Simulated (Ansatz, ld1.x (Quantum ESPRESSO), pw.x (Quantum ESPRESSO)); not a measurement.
## pw.x on fcc W: one setting changed

Potential: PAW, ld1.x (Quantum ESPRESSO) 7.5, PBE; core [Kr] 4d10 4f14, reference 5s2 5p6 5d4 6s2 6p0; waves: 5s (bound): rcut 1.75, rcutus 2.15 bohr; 6s (bound): rcut 1.75, rcutus 2.15 bohr; 5p (bound): rcut 1.65, rcutus 1.85 bohr; 6p (bound, empty): rcut 1.65, rcutus 1.85 bohr; 5d (bound): rcut 1.70, rcutus 2.30 bohr; 5d channel at 3.55 Ry: rcut 1.70, rcutus 2.30 bohr; local part: all-electron potential smoothed inside 1.55 bohr (lloc = -2); core correction: Bessel-smoothed model core inside 1.05 bohr; augmentation: BESSEL, radius 1.85 bohr.

The reference run (k-mesh 14³, cutoffs 55/440 Ry, Fermi–Dirac 0.01 Ry, mixing_beta 0.4, conv_thr 1e-9, no spin) gives -2.70 GPa at 16.478 Å³/atom, where all-electron LAPW gives -0.06 GPa. This run, with its own iteration cap, changes k-mesh points per axis to 6.

```
&control
  calculation='scf', prefix='x', pseudo_dir='./', outdir='./tmp', tstress=.true., disk_io='none'
/
&system
  ibrav=0, nat=1, ntyp=1, ecutwfc=55, ecutrho=440, nbnd=15,
  occupations='smearing', smearing='fd', degauss=0.01
/
&electrons
  conv_thr=1e-09, mixing_beta=0.4, electron_maxstep=70
/
ATOMIC_SPECIES
W 1.0 W.UPF
CELL_PARAMETERS angstrom
  0.00000000 2.01972156 2.01972156
  2.01972156 0.00000000 2.01972156
  2.01972156 2.01972156 0.00000000
ATOMIC_POSITIONS crystal
W 0.0000 0.0000 0.0000
K_POINTS automatic
6 6 6 0 0 0
```

```bash
pw.x < W.scf.in > W.scf.out
```

Task: How does the run end?

Result: It converges in 14 iterations; the free energy moves by +45.1 meV/atom and the pressure by +0.27 GPa.

```
Message from routine setup:
     using ibrav=0 with symmetry is DISCOURAGED, use correct ibrav instead
     lattice parameter (alat)  =       5.3977  a.u.
     unit-cell volume          =     111.1991 (a.u.)^3
     number of electrons       =        14.00
     number of Kohn-Sham states=           15
     kinetic-energy cutoff     =      55.0000  Ry
     charge density cutoff     =     440.0000  Ry
     scf convergence threshold =      1.0E-09
     Exchange-correlation= SLA  PW   PBX  PBC
     number of k points=    16  Fermi-Dirac smearing, width (Ry)=  0.0100
     iteration #  1     ecut=    55.00 Ry     beta= 0.40
     total energy              =    -760.22110015 Ry
     estimated scf accuracy    <       0.10617902 Ry
     iteration #  2     ecut=    55.00 Ry     beta= 0.40
     total energy              =    -760.22492052 Ry
     estimated scf accuracy    <       0.01276337 Ry
     iteration #  3     ecut=    55.00 Ry     beta= 0.40
     total energy              =    -760.22783172 Ry
     estimated scf accuracy    <       0.00077040 Ry
     [... 8 iterations left out ...]
     iteration # 12     ecut=    55.00 Ry     beta= 0.40
     total energy              =    -760.22806301 Ry
     estimated scf accuracy    <       0.00000001 Ry
     iteration # 13     ecut=    55.00 Ry     beta= 0.40
     total energy              =    -760.22806301 Ry
     estimated scf accuracy    <          4.1E-09 Ry
     iteration # 14     ecut=    55.00 Ry     beta= 0.40
     the Fermi energy is    20.7457 ev
!    total energy              =    -760.22806301 Ry
     estimated scf accuracy    <          2.3E-10 Ry
     smearing contrib. (-TS)   =      -0.00624851 Ry
     The total energy is F=E-TS. E is the sum of the following terms:
     one-electron contribution =     -12.60129057 Ry
     hartree contribution      =      19.03286099 Ry
     xc contribution           =     -61.70405457 Ry
     ewald contribution        =    -117.72317934 Ry
     one-center paw contrib.   =    -587.22615101 Ry
     convergence has been achieved in  14 iterations
          total   stress  (Ry/bohr**3)                   (kbar)     P=      -24.23
     Message from routine punch:
     Nothing written, as per user request (disk_io='none')
```

The run took about 8.5 s on one core of a shared host (Neoverse-V2, 96 threads, 742 GiB, load 78).
